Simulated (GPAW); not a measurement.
# Quasiparticle gap of NaF (Villiaumite) in GPAW, part 2 of 2

How does a plane-wave GW calculation on NaF (Villiaumite) run from the first input to the gap?

GPAW 26.7.0; PBE and many-body steps on it, plane waves. Known limits of the many-body steps: not at the basis limit.

So far. Step 3 (Bands along the symmetry lines): The gap is 6.378 eV, as in the run before at this level. Step 4 (Empty states on the mesh, 6×6×6 mesh, 376 bands): On this mesh the gap is 6.378 eV.

The database entry behind the starting cell differs from later determinations by our own check (0.1 to 0.3 % short, probably kX units), so it need not match the best structure at ambient conditions.

## Step 5: Screening and self-energy, 6×6×6 mesh, 170 bands, screening to 210 eV

Now the one-shot GW correction: screening in the RPA, then the self-energy of the levels asked for.

This step: G0W0 on PBE, plane waves, PAW.

run.py reads:

```python
import json
import numpy as np
from gpaw.mpi import world
from gpaw.response.g0w0 import G0W0

gw = G0W0('full.gpw',
    filename='gw',
    kpts=[0],
    bands=(5, 9),
    ecut=210,
    nbands=170,
    integrate_gamma='WS',
    ppa=True)
gw.calculate()
res = {mode: {k: v for k, v in r.items() if k != 'sigma_eskwn'}
       for mode, r in gw.all_results.items()}

if world.rank == 0:
    with open('result.json', 'w') as f:
        json.dump(res, f, default=lambda x: x.tolist())
```

The run is started by

```console
$ mpirun -n 4 gpaw python run.py
```

Numbers of over 12 decimals in the logs are rounded to 6 here.

The program printed:

```text
Using integrator: PointIntegrator
FrequencyGridDescriptor(from 0.000+0.000j to 0.000+27.211j eV, 2 points)
Nonperiodic BCs:  [False False False]
Using integrator: PointIntegrator
FrequencyGridDescriptor(from 0.000+0.000j to 0.000+27.211j eV, 2 points)
Nonperiodic BCs:  [False False False]
  ___  _ _ _
 |   || | | |
 | | || | | |
 |__ ||_____|
 |___|

BZ k-points: Symmetries present (total): 48

  [... matrices ...]
216 k-points: 6 x 6 x 6 Monkhorst-Pack grid + [1/12,1/12,1/12]
16 k-points in the irreducible part of the Brillouin zone
       k-points in crystal coordinates                weights
   0:     0.00000000    0.00000000    0.00000000          1/216
   1:     0.16666667    0.16666667    0.00000000          6/216
   2:     0.16666667    0.16666667    0.16666667          8/216
   3:     0.33333333    0.16666667    0.16666667         12/216
   4:     0.33333333    0.33333333   -0.33333333         12/216
   5:     0.33333333    0.33333333    0.00000000          6/216
   6:     0.33333333    0.33333333    0.16666667         24/216
   7:     0.33333333    0.33333333    0.33333333          8/216
   8:     0.50000000    0.33333333   -0.33333333         24/216
   9:     0.50000000    0.33333333   -0.16666667         12/216
          ...
  15:     0.50000000    0.50000000    0.50000000          4/216

Distributing spins, k-points and bands (1 x 1 x 4) over 4 processes
Number of blocks: 1

Quasi particle states:
k-points (IBZ indices): [0]
Band range: (5, 9)
  [... matrices ...]
Computational parameters:
Plane wave cut-off: 210 eV
Number of bands: 170
Coulomb cutoff: None
Broadening: 0.1 eV

fxc modes: GW
Kernel: RPA
Using Godby-Needs plasmon-pole approximation:
  Fitting energy: i*E0, E0 = 1.000 Hartree
Summing all q:

Calculating screened Coulomb potential
No Coulomb truncation
FrequencyGridDescriptor(from 0.000+0.000j to 0.000+27.211j eV, 2 points)
Removing empty qpoint cache files...

Calculating chi0 body with:
    Ground state adapter containing:
    Number of spins: 1
    Number of kpoints: 216
    Number of irreducible kpoints: 16
    Number of completely occupied states: 7
    Number of partially occupied states: 7
    Occupied states memory: 0.8544921875 M / cpu

    Linear response parametrization:
    q_c: [1.3877787807814457e-17, 1.3877787807814457e-17, 1.3877787807814457e-17]
    Number of frequency points: 2
    Planewave cutoff: 210.0
    Number of bands: 170
    Number of planewaves: 169
    Broadening (eta): 1e-06
    comm.size: 4
    kncomm.size: 4
    blockcomm.size: 1

    Memory estimate of potentially large arrays:
        chi0_wGG: 0.871613 M / cpu
Integrating chi0 body.

Symmetries of q_c:
    Direct symmetries (Uq -> q): 48
    Indirect symmetries (TUq -> q): 0
In total 48 allowed symmetries.

  [... matrices ...]
16 groups of equivalent kpoints. 92.592593% reduction.

Integral kind: response function
Integrating chi0 head and wings.

Symmetries of q_c:
    Direct symmetries (Uq -> q): 48
    Indirect symmetries (TUq -> q): 0
In total 48 allowed symmetries.

  [... matrices ...]
16 groups of equivalent kpoints. 92.592593% reduction.

Integral kind: response function wings

Calculating chi0 body with:
    Ground state adapter containing:
    Number of spins: 1
    Number of kpoints: 216
    Number of irreducible kpoints: 16
    Number of completely occupied states: 7
    Number of partially occupied states: 7
[... the further q-points ...]

Results:
f:      Occupation numbers
eps:     KS-eigenvalues [eV]
vxc:     KS vxc [eV]
exx:     Exact exchange [eV]
sigma:   Self-energies [eV]
dsigma:  Self-energy derivatives
Z:       Renormalization factors
qp:      QP-energies [eV]

k-point 0 (0): (0.000, 0.000, 0.000)                GW
band       f     eps     vxc     exx   sigma  dsigma       Z      qp
                                                                   GW
   5   1.000  -1.693 -23.643 -31.320   4.313  -0.228   0.814  -4.434
   6   1.000  -1.693 -23.643 -31.320   4.313  -0.228   0.814  -4.434
   7   0.000   4.685 -10.175  -5.932  -2.611  -0.107   0.904   6.160
   8   0.000  17.389  -7.141  -2.148  -3.138  -0.117   0.896  19.051
```

Elapsed: 2 min, on 4 MPI ranks of Intel Xeon Platinum 8259CL at 2.50GHz (Skylake/Cascade Lake), shared host; peak memory 1.3 GiB; 8 min of CPU time.

This step gave:

```
G0W0 gap on the points computed              : 10.59 eV
least direct G0W0 gap on the computed points : 10.59 eV
Z at the valence top                         : 0.8144
Z at the conduction bottom                   : 0.9036
starting gap on the mesh                     : 6.378 eV
k of the valence top                         : 0, 0, 0
k of the conduction bottom                   : 0, 0, 0
```

The gap on the mesh goes from 6.38 eV to 10.59 eV, a correction of +4.22 eV.

Limits: finite bands, cutoff and mesh. v1 is the top filled band, c1 the lowest empty one. The levels before and after the correction (eV, zero at the valence-band top of each column):

```
           conduction bottom  valence top
Kohn-Sham               6.38         0.00
     G0W0              10.59         0.00
```

```
             level  energy (eV)
Kohn-Sham  Γ v2-v1        0.000
Kohn-Sham     Γ c1        6.378
Kohn-Sham     Γ c2       19.082
     G0W0  Γ v2-v1        0.000
     G0W0     Γ c1       10.594
     G0W0     Γ c2       23.485
```

## Step 6: Where the time went

Times are wall times on 4 MPI ranks of Intel Xeon Platinum 8259CL at 2.50GHz (Skylake/Cascade Lake), shared host, good to a factor of about two.

```
                          step   time  share  memory (GiB)
                  ground state    7 s    5 %          0.64
bands along the symmetry lines  6.6 s    5 %          0.67
      empty states on the mesh  8.5 s    6 %          0.98
     screening and self-energy  2 min   85 %           1.3
```

## Step 7: What came out

```
PBE gap              : 6.38 eV, direct
G0W0 gap on the mesh : 10.59 eV
GW settings          : 6×6×6 mesh, 170 bands, screening to 210 eV, Godby-Needs plasmon pole
known limits         : not at the basis limit
```

G0W0 moves the gap on the mesh from 6.38 eV to 10.59 eV (+4.22 eV), with Z of 0.81 and 0.90 at the edges. Only 1 of the mesh's irreducible points was corrected, so a valley elsewhere could overtake. The dearest step here is «screening and self-energy». Bands and cutoff are finite, so the gap is not at the basis limit. The miss can reach some tenths of an eV and take either sign; the mesh is an error of its own. These stock PAW sets were not made for GW. In the G0W0 run levels were corrected at 1 k point alone, so a gap called «on the mesh» is the least over those, and an edge elsewhere would be missed.

[Paths, hosts, dates, memory and timing lines, banners, echoed tables and standing remarks are left out of the program output.]

[Logs are printed without paths, hosts, clocks, repeated set-up lines and the standing remarks that a program may print on its own settings, such as how far it seeks lower states.]

[Runs of the session that timed out or met a known fault of the program may be left out.]

[Hosts, paths, dates, database ids (printed as entryN), source tags and the programs' standing remarks are cut or masked in the printed files.]
